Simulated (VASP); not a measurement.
Set up this calculation in VASP 6.6.1, as the native input.

| Item | Value |
| --- | --- |
| Task | single point |
| Functional | r2SCAN |
| Potentials or basis | VASP PAW PBE potentials, release 64 (H, Bi_d) |
| Cutoff | 520 eV |
| k mesh | 6 × 6 × 6 |
| Occupations | fermi-dirac, width 0.0117 eV |
| Spin | no spin polarisation |
| Dipole correction | no |
| Further INCAR settings | ALGO = Normal; EDIFF = 1e-06; NBANDS = 15 |

The system is BiH.

```
CELL_PARAMETERS angstrom
0.00000 2.67970 2.67970
2.67970 0.00000 2.67970
2.67970 2.67970 0.00000
ATOMIC_POSITIONS crystal
H 0.00000 0.00000 0.00000
Bi 0.50000 0.50000 0.50000
```

The cell was built by a generator and needn't be a form met in nature.

These files were run (other wordings do the same):

POSCAR

```
BiH
1.0
    0.0000000000      2.6796960000      2.6796960000
    2.6796960000      0.0000000000      2.6796960000
    2.6796960000      2.6796960000      0.0000000000
H Bi
1 1
Direct
    0.0000000000      0.0000000000      0.0000000000
    0.5000000000      0.5000000000      0.5000000000
```

INCAR.step1

```
SYSTEM = BiH
PREC     = Accurate       ! precision mode
ENCUT    = 520            ! plane-wave cutoff, eV
ISMEAR   = -1             ! smearing method
SIGMA    = 0.0117         ! smearing width, eV
LREAL    = .FALSE.        ! projectors in reciprocal space
LASPH    = .TRUE.         ! aspherical terms in the spheres
NELM     = 60             ! most SCF steps
NBANDS   = 15             ! bands
GGA      = PE             ! functional
ALGO     = Normal         ! electronic algorithm
EDIFF    = 1E-4           ! SCF threshold, eV
LWAVE    = .TRUE.         ! write WAVECAR
LCHARG   = .FALSE.        ! write CHGCAR
```

INCAR.step2

```
SYSTEM = BiH
PREC     = Accurate       ! precision mode
ENCUT    = 520            ! plane-wave cutoff, eV
EDIFF    = 1E-6           ! SCF threshold, eV
ISMEAR   = -1             ! smearing method
SIGMA    = 0.0117         ! smearing width, eV
LREAL    = .FALSE.        ! projectors in reciprocal space
LASPH    = .TRUE.         ! aspherical terms in the spheres
NELM     = 60             ! most SCF steps
ALGO     = Normal         ! electronic algorithm
ISIF     = 2              ! what is computed and relaxed
LWAVE    = .FALSE.        ! write WAVECAR
LCHARG   = .FALSE.        ! write CHGCAR
METAGGA  = R2SCAN         ! meta-GGA
LMIXTAU  = .TRUE.       
NBANDS   = 15             ! bands
ISTART   = 1
```

KPOINTS

```
Automatic mesh
0
G
  6 6 6
  0 0 0
```

Potentials or basis: VASP PAW PBE potentials, release 64 (H, Bi_d).

Launch:

```sh
$ cat potpaw_PBE.64/H/POTCAR potpaw_PBE.64/Bi_d/POTCAR > POTCAR
$ cp INCAR.step1 INCAR
$ mpirun -np 1 vasp_std > vasp.out
$ cp INCAR.step2 INCAR
$ mpirun -np 1 vasp_std > vasp.out
```

Results of the run:

```
Pressure               : -6.5 GPa
Band gap on the k mesh : none (metal or under the smearing width)
```

Caveat: the PAW data sets were made with another functional, which shifts forces and pressure a little; spin-orbit coupling is left out, which moves the levels of the heavy elements.

It took 44 s on 1 thread of Intel(R) Xeon(R) Platinum 8559C (Emerald Rapids) (shared host), peak memory 0.16 GiB.
